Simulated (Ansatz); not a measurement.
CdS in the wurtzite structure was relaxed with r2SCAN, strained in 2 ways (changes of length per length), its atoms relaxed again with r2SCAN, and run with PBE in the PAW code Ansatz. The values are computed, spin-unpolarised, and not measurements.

Epitaxial +3.62 % in the xy plane, free normal strain -3.57 %. Input:
```yaml
crystal:
  lattice:
    - [4.3153598342, 0.0, 0.0]
    - [-2.1576799171, 3.7372112429, 0.0]
    - [0.0, 0.0, 6.5245716919]
  atoms:
    - { symbol: Cd, position: [0.3333333333, 0.6666666667, -0.009358529] }
    - { symbol: Cd, position: [0.6666666667, 0.3333333333, 0.490641471] }
    - { symbol: S, position: [0.3333333333, 0.6666666667, 0.384358529] }
    - { symbol: S, position: [0.6666666667, 0.3333333333, 0.884358529] }
kpoints:
  mp_grid: { grid: [12, 12, 4] }
  band_path:
    path:
      - [0.0, 0.0, 0.0]
      - [0.5, 0.0, 0.0]
      - [0.3333333333, 0.3333333333, 0.0]
      - [0.0, 0.0, 0.5]
      - [0.5, 0.0, 0.5]
      - [0.3333333333, 0.3333333333, 0.5]
    npoints: 1
hamiltonian:
  xc: pbe
scf:
  occupations: { method: fermi_dirac, width: 0.02 }
  n_extra_bands: 5
output:
  forces: true
  stress: true
  eigenvalues: true
```

Main results, then levels in eV from the Fermi energy at the points of the path (names of the unstrained zone, bands numbered from 0):
```
Crystal: 4 atoms, lattice volume = 105.224 Å³
Basis set: ecut = 420 eV, 2019 PW (Γ)
Symmetry: 12 space group operations
Space group: P63mc (ITA 186)
k-points: 57 of 576 (time reversal used)
Free energy (F): -18315.607588 eV
Fermi energy:    6.678013 eV
--- Forces (eV/Å), atoms counted from 1 ---
  atom   1  Cd      0.00000      0.00000      0.00202
  atom   2  Cd      0.00000      0.00000      0.00202
  atom   3  S       0.00000      0.00000    -0.00202
  atom   4  S       0.00000      0.00000    -0.00202
--- Stress (GPa, compression-positive) ---
       -1.723982       0.000000       0.000000
        0.000000      -1.723982       0.000000
        0.000000       0.000000       1.406582
  P = ⅓ Tr σ = -0.6805 GPa (-6.805 kbar)
```
```tsv
point	band_22	band_23	band_24	band_25	band_26	band_27	band_28
Γ	-1.402	-0.644	-0.644	-0.522	0.512	1.649	5.621
M	-2.885	-2.426	-1.633	-1.323	2.957	3.062	4.861
K	-3.458	-2.174	-2.174	-2.048	4.229	4.229	4.577
A	-1.031	-1.031	-1.031	-1.031	2.045	2.045	5.694
L	-1.902	-1.902	-1.519	-1.519	3.000	3.000	4.750
H	-2.807	-2.807	-1.317	-1.317	3.991	3.991	5.383
```

PBE gives a direct gap of 1.03 eV at Γ. With the atoms held, the mean pressure is -0.68 GPa (compression positive).

Xy shear, engineering strain (angle) +2.66 %. These blocks change:
```yaml
crystal:
  lattice:
    - [4.1646012683, 0.0553891968, 0.0]
    - [-2.0343321825, 3.5789558966, 0.0]
    - [0.0, 0.0, 6.7660104976]
  atoms:
    - { symbol: Cd, position: [0.3328848465, 0.6664822108, -0.0009628984] }
    - { symbol: Cd, position: [0.6671151535, 0.3335177892, 0.4990371016] }
    - { symbol: S, position: [0.3267504004, 0.667023475, 0.3759628984] }
    - { symbol: S, position: [0.6732495996, 0.332976525, 0.8759628984] }
```

```
Crystal: 4 atoms, lattice volume = 101.609 Å³
Basis set: ecut = 420 eV, 1975 PW (Γ)
Symmetry: 2 space group operations
Space group: P21 (ITA 4)
k-points: 222 of 576 (time reversal used)
Free energy (F): -18315.648139 eV
Fermi energy:    7.183414 eV
--- Forces (eV/Å), atoms counted from 1 ---
  atom   1  Cd      0.00319    -0.00006      0.00130
  atom   2  Cd    -0.00319      0.00006      0.00130
  atom   3  S       0.00102      0.00001    -0.00130
  atom   4  S     -0.00102    -0.00001    -0.00130
--- Stress (GPa, compression-positive) ---
        1.330532      -0.415749       0.000000
       -0.415749       1.357147       0.000000
        0.000000       0.000000       1.413792
  P = ⅓ Tr σ = 1.3672 GPa (13.672 kbar)
```
```tsv
point	band_22	band_23	band_24	band_25	band_26	band_27	band_28
Γ	-1.264	-0.653	-0.645	-0.566	0.561	2.146	5.754
M	-3.159	-2.318	-1.886	-1.265	3.176	3.430	4.599
K	-3.585	-2.387	-2.375	-2.186	4.102	4.404	4.421
A	-1.045	-1.045	-0.925	-0.925	2.198	2.198	5.531
L	-1.883	-1.883	-1.818	-1.818	2.904	2.904	4.818
H	-2.944	-2.944	-1.675	-1.675	3.757	3.757	5.501
```

With PBE the gap is 1.13 eV and direct, at Γ. With the atoms held, the mean pressure is +1.37 GPa (compression positive).

Spin-orbit coupling is left out.
